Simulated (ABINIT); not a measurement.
# SnO2 (R-3m) in ABINIT: single point with LDA

Aim: the single point of SnO2 with LDA.

Program: ABINIT 10.8.3 (patched build). These are calculated values, not measurements. Logs are shortened: lines on timing, memory, paths and dates and some standing lists are left out, and cuts for length are marked. The log counts tension as positive stress, the text compression.

## 1. The structure

The structure is trigonal, space group R-3m (No. 166). The conventional cell has a = 3.234 Å, b = 3.234 Å, c = 14.402 Å, α = 90.00°, β = 90.00°, γ = 120.00°. Around Sn (site symmetry -3m) lie 6 O at 2.13 Å. Around O (site symmetry 3m) lie 3 Sn at 2.13 Å.

Measurements of this composition are mostly on another form, of space group No. 136.

## 2. Single point, LDA

run.abi

```
# Pseudopotentials
pp_dirpath "./"
pseudos "Sn.upf, O.upf"

# Structure
acell 3*1.0
rprim
     3.0558630302     1.7643033431     9.0718052197
    -3.0558630302     1.7643033431     9.0718052197
     0.0000000000    -3.5286066862     9.0718052197
ntypat 2
znucl 50 8
natom 3
typat 1 2 2
xred
     0.5000000000     0.5000000000     0.5000000000
     0.7628300000     0.7628300000     0.7628300000
     0.2371700000     0.2371700000     0.2371700000

# Plane-wave basis
ecut 952.398519 eV

# k points
kptopt 1
ngkpt 8 8 8
nshiftk 1
shiftk 0.0 0.0 0.0

# Exchange and correlation
ixc 7

# Bands and occupations
nband 17
occopt 3
tsmear 0.00183747

# SCF cycle
nstep 100
tolvrs 1.0e-10

# Output
iomode 3
prtwf 0
prtden 0
prteig 0
prtebands 0
enunit 2
```

Potentials or basis: PseudoDojo NC SR LDA v0.4.1 standard.

Launch:

```sh
abinit run.abi > log 2>&1
```

run.abo:

```text
.Version 10.8.3 of ABINIT
 Symmetries : space group R-3 m (#166); Bravais hR (rhombohedral)
================================================================================
 Values of the parameters that define the memory need of the present run
     intxc =       0    ionmov =       0      iscf =       7    lmnmax =       6
     lnmax =       6     mgfft =      54  mpssoang =       3    mqgrid =    3001
     natom =       3  nloc_mem =       1    nspden =       1   nspinor =       1
    nsppol =       1      nsym =      12    n1xccc =    2501    ntypat =       2
    occopt =       3   xclevel =       1
       mpw =        2920          nfft =      157464          nkpt =          65
================================================================================
================================================================================

--------------------------------------------------------------------------------
------------- Echo of variables that govern the present computation ------------
--------------------------------------------------------------------------------
 -outvars: echo values of preprocessed input variables --------
            acell      1.0000000000E+00  1.0000000000E+00  1.0000000000E+00 Bohr
              amu      1.18710000E+02  1.59994000E+01
             ecut      3.50000000E+01 Hartree
           enunit           2
                       outvar_i_n : Printing only first  50 k-points.
              ixc           7
                       outvar_i_n : Printing only first  50 k-points.
         kptrlatt        8    0    0      0    8    0      0    0    8
          kptrlen      4.88938085E+01
            natom           3
            nband          17
            ngfft          54      54      54
             nkpt          65
            nstep         100
             nsym          12
           ntypat           2
                       prtocc : prtvol=0, do not print more k-points.
           occopt           3
           prtden           0
        prtebands           0
           prteig           0
            prtwf           0
            rprim      3.0558630302E+00  1.7643033431E+00  9.0718052197E+00
                      -3.0558630302E+00  1.7643033431E+00  9.0718052197E+00
                       0.0000000000E+00 -3.5286066862E+00  9.0718052197E+00
          spgroup         166
           tolvrs      1.00000000E-10
           tsmear      1.83747000E-03 Hartree
            typat      1  2  2
                       outvars : Printing only first  50 k-points.
           xangst     -5.5468492916E-17  2.7694579837E-17  7.2008888711E+00
                      -2.5215597614E-16  5.2057736625E-17  1.0986108115E+01
                       4.8170312710E-17  1.3616380660E-17  3.4156696271E+00
            xcart     -1.0482026023E-16  5.2335171064E-17  1.3607707830E+01
                      -4.7650573592E-16  9.8374864956E-17  2.0760735527E+01
                       9.1028698422E-17  2.5731230273E-17  6.4546801319E+00
             xred      5.0000000000E-01  5.0000000000E-01  5.0000000000E-01
                       7.6283000000E-01  7.6283000000E-01  7.6283000000E-01
                       2.3717000000E-01  2.3717000000E-01  2.3717000000E-01
            znucl       50.00000    8.00000

================================================================================

 chkinp: Checking input parameters for consistency.

================================================================================
== DATASET  1 ==================================================================

--- !DatasetInfo
iteration_state: {dtset: 1, }
dimensions: {natom: 3, nkpt: 65, mband: 17, nsppol: 1, nspinor: 1, nspden: 1, mpw: 2920, }
cutoff_energies: {ecut:  35.0, pawecutdg:  -1.0, }
electrons: {nelect:   2.60000000E+01, charge:   0.00000000E+00, occopt:   3.00000000E+00, tsmear:   1.83747000E-03, }
meta: {optdriver: 0, ionmov: 0, optcell: 0, iscf: 7, paral_kgb: 0, }
...

 Exchange-correlation functional for the present dataset will be:
  LDA: Perdew-Wang 92 LSD fit to Ceperley-Alder data - ixc=7
  J.P.Perdew and Y.Wang, PRB 45, 13244 (1992)

 Real(R)+Recip(G) space primitive vectors, cartesian coordinates (Bohr,Bohr^-1):
 R(1)=  3.0558630  1.7643033  9.0718052  G(1)=  0.1636199  0.0944660  0.0367439
 R(2)= -3.0558630  1.7643033  9.0718052  G(2)= -0.1636199  0.0944660  0.0367439
 R(3)=  0.0000000 -3.5286067  9.0718052  G(3)=  0.0000000 -0.1889320  0.0367439
 Unit cell volume ucvol=  2.9346216E+02 bohr^3
 Angles (23,13,12)=  3.65937182E+01  3.65937182E+01  3.65937182E+01 degrees

 getcut: wavevector=  0.0000  0.0000  0.0000  ngfft=  54  54  54
         ecut(hartree)=     35.000   => boxcut(ratio)=   2.08367

--- Pseudopotential description ------------------------------------------------
- pspini: atom type   1  psp file is ./Sn.upf
12 -1012 2 -1 1608                            pspcod,pspxc,lmax,lloc,mmax
     nproj     2     2     2

- pspini: atom type   2  psp file is ./O.upf
12 -1012 2 -1 926                             pspcod,pspxc,lmax,lloc,mmax
     nproj     2     2     1

   1.17083060E+03                                ecore*ucvol(ha*bohr**3)
--------------------------------------------------------------------------------

================================================================================

--- !BeginCycle
iteration_state: {dtset: 1, }
solver: {iscf: 7, nstep: 100, nline: 4, wfoptalg: 0, }
tolerances: {tolvrs: 1.00E-10, }
...

     iter   Etot(hartree)      deltaE(h)  residm     vres2
 ETOT  1  -111.29951913123    -1.113E+02 2.806E-01 1.705E+03
 ETOT  2  -111.36979243835    -7.027E-02 3.615E-02 1.641E+03
 ETOT  3  -111.59120465024    -2.214E-01 1.556E-02 3.695E+01
 ETOT  4  -111.59508851476    -3.884E-03 7.988E-03 1.217E+00
 ETOT  5  -111.59519402354    -1.055E-04 1.945E-03 1.623E-01
 ETOT  6  -111.59520830786    -1.428E-05 2.021E-03 9.106E-03
 ETOT  7  -111.59520897271    -6.648E-07 9.395E-04 3.229E-05
 ETOT  8  -111.59520897741    -4.696E-09 8.245E-04 2.830E-06
 ETOT  9  -111.59520897767    -2.632E-10 7.511E-04 3.094E-08
 ETOT 10  -111.59520897767    -3.794E-12 4.340E-04 1.112E-09
 ETOT 11  -111.59520897767     3.823E-12 3.258E-04 2.192E-11

 At SCF step   11       vres2   =  2.19E-11 < tolvrs=  1.00E-10 =>converged.

 Cartesian components of stress tensor (hartree/bohr^3)
  sigma(1 1)=  3.66090126E-04  sigma(3 2)=  0.00000000E+00
  sigma(2 2)=  3.66090126E-04  sigma(3 1)=  0.00000000E+00
  sigma(3 3)=  2.94401508E-04  sigma(2 1)=  0.00000000E+00

--- !ResultsGS
iteration_state: {dtset: 1, }
comment   : Summary of ground state results
lattice_vectors:
- [  3.0558630,   1.7643033,   9.0718052, ]
- [ -3.0558630,   1.7643033,   9.0718052, ]
- [  0.0000000,  -3.5286067,   9.0718052, ]
lattice_lengths: [   9.73390,    9.73390,    9.73390, ]
lattice_angles: [ 36.594,  36.594,  36.594, ] # degrees, (23, 13, 12)
lattice_volume:   2.9346216E+02
convergence: {deltae:  3.823E-12, res2:  2.192E-11, residm:  3.258E-04, diffor: null, }
etotal    :  -1.11595209E+02
entropy   :   0.00000000E+00
fermie    :   1.00345055E-01
cartesian_stress_tensor: # hartree/bohr^3
- [  3.66090126E-04,   0.00000000E+00,   0.00000000E+00, ]
- [  0.00000000E+00,   3.66090126E-04,   0.00000000E+00, ]
- [  0.00000000E+00,   0.00000000E+00,   2.94401508E-04, ]
pressure_GPa:  -1.0068E+01
xred      :
- [  5.0000E-01,   5.0000E-01,   5.0000E-01, Sn]
- [  7.6283E-01,   7.6283E-01,   7.6283E-01,  O]
- [  2.3717E-01,   2.3717E-01,   2.3717E-01,  O]
cartesian_forces: # hartree/bohr
- [ -0.00000000E+00,  -0.00000000E+00,  -0.00000000E+00, ]
- [ -7.85246512E-19,   1.54475145E-18,   1.28479029E-02, ]
- [  7.85246512E-19,  -1.54475145E-18,  -1.28479029E-02, ]
force_length_stats: {min:   0.00000000E+00, max:   1.28479029E-02, mean:   8.56526857E-03, }
...

 Integrated electronic density in atomic spheres:
 ------------------------------------------------
 Atom  Sphere_radius  Integrated_density
    1        2.00000         10.46702148
    2        2.00000          6.15023714
    3        2.00000          6.15023714
================================================================================

 ----iterations are completed or convergence reached----

 Mean square residual over all n,k,spin=   14.105E-07; max=  32.576E-05
 reduced coordinates (array xred) for    3 atoms
       0.500000000000      0.500000000000      0.500000000000
       0.762830000000      0.762830000000      0.762830000000
       0.237170000000      0.237170000000      0.237170000000
 rms dE/dt=  9.5166E-02; max dE/dt=  1.1655E-01; dE/dt below (all hartree)
    1       0.000000000000      0.000000000000      0.000000000000
    2      -0.116553672217     -0.116553672217     -0.116553672217
    3       0.116553672217      0.116553672217      0.116553672217

 cartesian coordinates (angstrom) at end:
    1     -0.00000000000000     0.00000000000000     7.20088887113902
    2     -0.00000000000000     0.00000000000000    10.98610811514195
    3      0.00000000000000     0.00000000000000     3.41566962713608

 cartesian forces (hartree/bohr) at end:
    1     -0.00000000000000    -0.00000000000000    -0.00000000000000
    2     -0.00000000000000     0.00000000000000     0.01284790285883
    3      0.00000000000000    -0.00000000000000    -0.01284790285883
 frms,max,avg= 6.0565595E-03 1.2847903E-02   0.000E+00  0.000E+00  0.000E+00 h/b

 cartesian forces (eV/Angstrom) at end:
    1     -0.00000000000000    -0.00000000000000    -0.00000000000000
    2     -0.00000000000000     0.00000000000000     0.66066572818393
    3      0.00000000000000    -0.00000000000000    -0.66066572818393
 frms,max,avg= 3.1144081E-01 6.6066573E-01   0.000E+00  0.000E+00  0.000E+00 e/A
 length scales=  1.000000000000  1.000000000000  1.000000000000 bohr
              =  0.529177210544  0.529177210544  0.529177210544 angstroms
 Fermi (or HOMO) energy (hartree) =   0.10035   Average Vxc (hartree)=  -0.39535
 Eigenvalues (hartree) for nkpt=  65  k points:
 kpt#   1, nband= 17, wtk=  0.00195, kpt=  0.0000  0.0000  0.0000 (reduced coord)
  -0.66645   -0.66159   -0.66159   -0.65322   -0.65322   -0.58659   -0.51608   -0.07963
   0.01692    0.01692    0.03048    0.03048    0.06061    0.12859    0.26693    0.45927
   0.45927
      occupation numbers for kpt#   1
   2.00000    2.00000    2.00000    2.00000    2.00000    2.00000    2.00000    2.00000
   2.00000    2.00000    2.00000    2.00000    2.00000    0.00000    0.00000    0.00000
   0.00000
 prteigrs : prtvol=0 or 1, do not print more k-points.

 Fermi (or HOMO) energy (eV) =   2.73053   Average Vxc (eV)= -10.75797
 Eigenvalues (   eV  ) for nkpt=  65  k points:
 kpt#   1, nband= 17, wtk=  0.00195, kpt=  0.0000  0.0000  0.0000 (reduced coord)
 -18.13501  -18.00285  -18.00285  -17.77503  -17.77503  -15.96182  -14.04331   -2.16673
   0.46052    0.46052    0.82954    0.82954    1.64920    3.49899    7.26343   12.49747
  12.49747
 prteigrs : prtvol=0 or 1, do not print more k-points.

--- !EnergyTerms
iteration_state     : {dtset: 1, }
comment             : Components of total free energy in Hartree
kinetic             :  6.93515222734952E+01
hartree             :  3.32374641440117E+01
xc                  : -2.99760000150147E+01
Ewald energy        : -6.52851045800865E+01
psp_core            :  3.98971576866468E+00
local_psp           : -9.49975376094799E+01
non_local_psp       : -2.79152689592013E+01
internal            : -1.11595208977611E+02
'-kT*entropy'       : -5.85884153800449E-11
total_energy        : -1.11595208977669E+02
total_energy_eV     : -3.03666033469233E+03
band_energy         : -8.97833012294728E+00
...

 Cartesian components of stress tensor (hartree/bohr^3)
  sigma(1 1)=  3.66090126E-04  sigma(3 2)=  0.00000000E+00
  sigma(2 2)=  3.66090126E-04  sigma(3 1)=  0.00000000E+00
  sigma(3 3)=  2.94401508E-04  sigma(2 1)=  0.00000000E+00

-Cartesian components of stress tensor (GPa)         [Pressure= -1.0068E+01 GPa]
- sigma(1 1)=  1.07707434E+01  sigma(3 2)=  0.00000000E+00
- sigma(2 2)=  1.07707434E+01  sigma(3 1)=  0.00000000E+00
- sigma(3 3)=  8.66159140E+00  sigma(2 1)=  0.00000000E+00

== END DATASET(S) ==============================================================
================================================================================

 -outvars: echo values of variables after computation  --------
            acell      1.0000000000E+00  1.0000000000E+00  1.0000000000E+00 Bohr
           etotal     -1.1159520898E+02
            fcart     -0.0000000000E+00 -0.0000000000E+00 -0.0000000000E+00
                      -7.8524651156E-19  1.5447514542E-18  1.2847902859E-02
                       7.8524651156E-19 -1.5447514542E-18 -1.2847902859E-02
            rprim      3.0558630302E+00  1.7643033431E+00  9.0718052197E+00
                      -3.0558630302E+00  1.7643033431E+00  9.0718052197E+00
                       0.0000000000E+00 -3.5286066862E+00  9.0718052197E+00
           strten      3.6609012623E-04  3.6609012611E-04  2.9440150769E-04
                       0.0000000000E+00  0.0000000000E+00  0.0000000000E+00
           xangst     -5.5468492916E-17  2.7694579837E-17  7.2008888711E+00
                      -2.5215597614E-16  5.2057736625E-17  1.0986108115E+01
                       4.8170312710E-17  1.3616380660E-17  3.4156696271E+00
             xred      5.0000000000E-01  5.0000000000E-01  5.0000000000E-01
                       7.6283000000E-01  7.6283000000E-01  7.6283000000E-01
                       2.3717000000E-01  2.3717000000E-01  2.3717000000E-01
 Calculation completed.
```

Wall time 3.4 min (1 thread of Arm Neoverse V2, shared host); peak memory 0.14 GiB.

Results:

```yaml
Free_energy: -3036.6603 eV
Largest_force: 0.661 eV/Å
Band_gap_on_the_k_mesh: 1.75 eV, indirect (least direct gap 1.85 eV)
Valence_electrons_inside_the_program's_atomic_spheres: Sn 10.47; O 6.15
```

Forces on the atoms (eV/Å):
```
Sn   0.000  0.000  0.000
O    0.000  0.000  0.661
O    0.000  0.000 -0.661
```

Caveat: the cutoff is too short for stress, so the log's stress isn't used; spin-orbit coupling is left out, which moves the levels of the heavy elements.
